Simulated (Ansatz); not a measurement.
Structure types of K compared at 8.4 GPa

Structure types of K are relaxed in primitive cells with their symmetry kept at 8.4 GPa, on PAW files; LAPW relaxes the small cells further and takes the PAW cell for the others (marked *). The enthalpy is E + pV at zero temperature, without zero-point motion. Only the types listed were tried, and differences under about 5 meV/atom are mesh noise.

Computed with Ansatz 0.2.0; functional PBE, scalar-relativistic. Settings: Fermi–Dirac smearing of 0.08 eV, no spin polarisation. Methods: LAPW: all electrons, basis error target 0.5 meV/atom; PAW: frozen-core files, cutoff 420 eV.

k meshes: fcc 13×13×13, bcc 13×13×13, hcp 12×12×7, beta tin 12×12×12, diamond 9×9×9, dhcp 10×10×3.

Problem. Which type is lowest in enthalpy, and by how much?

Solution. bcc, 4 meV/atom below fcc, which is within the noise of the k meshes. The whole table:

| start type | ends as | a, b, c (Å) | V (Å³/atom) | H − H(lowest), LAPW (meV/atom) | same, PAW |
| --- | --- | --- | --- | --- | --- |
| fcc | fcc, Fm-3m | 5.311, 5.311, 5.311 | 37.46 | 3.5 | 3.5 |
| bcc | bcc, Im-3m | 4.218, 4.218, 4.218 | 37.52 | 0.0 | 0.0 |
| hcp | hcp, P6_3/mmc | 3.767, 3.767, 6.117 | 37.58 | 5.1 | 5.1 |
| beta tin | beta tin, I4_1/amd | 6.505, 6.505, 3.547 | 37.52 | 87.1 | 87.1 |
| diamond | diamond, Fd-3m | 6.609, 6.609, 6.609 | 36.09 | 506.4 | 506.2 |
| dhcp* | dhcp, P6_3/mmc | 3.768, 3.768, 12.229 | 37.59 | 4.8 | 4.8 |
